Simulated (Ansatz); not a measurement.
**W under changes of volume**

One of the cells (15.848 Å³/atom); the others are scaled copies at fixed shape and fractional positions:

```xyz
1
Lattice="-1.5823 1.5823 1.5823 1.5823 -1.5823 1.5823 1.5823 1.5823 -1.5823" Properties=species:S:1:pos:R:3 pbc="T T T"
W     0.0000    0.0000    0.0000
```

* Program: Ansatz 0.2.0
* Functional: LDA
* Potentials or basis: Ansatz PAW
* Cutoff: 420 eV (not typed: the program's choice for these potentials)
* k mesh: 12 × 12 × 12
* Occupations: fermi-dirac, width 0.05 eV
* Spin: no spin polarisation

```tsv
volume (Å³/atom)	energy over the lowest point (meV/atom)	pressure (GPa)
14.897	16.06	11.5
15.214	1.00	4.0
15.531	0.00	-2.8
15.848	11.74	-8.9
16.165	34.99	-14.5
16.482	?	?
16.798	111.60	-24.0
```

**Question.** What does the run at 16.482 Å³/atom give?

**Answer.** Energy over the lowest point 68.61 meV/atom; pressure -19.5 GPa.

Worked out: A Birch-Murnaghan fit of order 3 (a polynomial in V^(-2/3)) to the other rows has its minimum at 15.39 Å³/atom with B0 = V·E''(V) = 326 GPa and B' = 3.9. It gives 68.65 meV/atom at 16.482 Å³/atom, against the run's 68.61, and -dE/dV = -19.5 GPa, against -19.5.

Energies are extrapolated to zero smearing.

Caveats: the PAW data sets come from PBE, with cores solved anew for the run's functional, which leaves a small shift of forces and pressure.
